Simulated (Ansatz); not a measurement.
Compare A (`COCC=O`) with its isomer B (`CCC(=O)O`).

Calculated with Ansatz (gas phase, PBE0-D4/def2-TZVP geometries, no zero-point term in ΔE). CCSD(T)/CBS adds triple-zeta CCSD(T) − MP2 to the extrapolated MP2 energy (def2 sets, frozen cores). Functionals use def2-TZVPP. B3LYP here is the variant with VWN-RPA as its local correlation; programs differ in this. Each species was taken in one conformer, which may not be the lowest.

Task: Which is lower in electronic energy at CCSD(T)/CBS, and by how much? (Estimate.)

Result: Computed: B, by 41.1 kcal/mol.

Task: Give E(B) − E(A) in kcal/mol with B2PLYP, r2SCAN-D4, HF/def2-TZVPP, LDA (SPW92), CCSD(T)/def2-TZVPP, B3LYP, BLYP-D4. (An estimate is asked.)

Result: Ansatz gave: B2PLYP -40.9, r2SCAN-D4 -43.2, HF/def2-TZVPP -39.3, LDA (SPW92) -44.8, CCSD(T)/def2-TZVPP -40.7, B3LYP -39.8, BLYP-D4 -39.0. None reverses the order clearly.

Task: Does the order hold for the free energy at 298.15 K (harmonic terms from PBE0-D4)? (Best estimate.)

Result: The calculation gave: Yes: G(B) − G(A) = -39.9 kcal/mol, for one conformer each. Modes under 60 cm⁻¹, often nearly free rotors, make the harmonic entropy too high.

Largest T1 diagnostic: 0.014.

From BLYP to BHLYP (50 % exact exchange), in def2-TZVPP and without D4, E(B) − E(A) moves by −1.6 kcal/mol. Leaving LDA and LC-ωPBE aside and taking each functional with its dispersion term where it has one, the values, not all of them listed here, spread over 4.5 kcal/mol, from r2SCAN0-D4 to BLYP-D4. LDA lies −3.0 kcal/mol from PBE without D4.
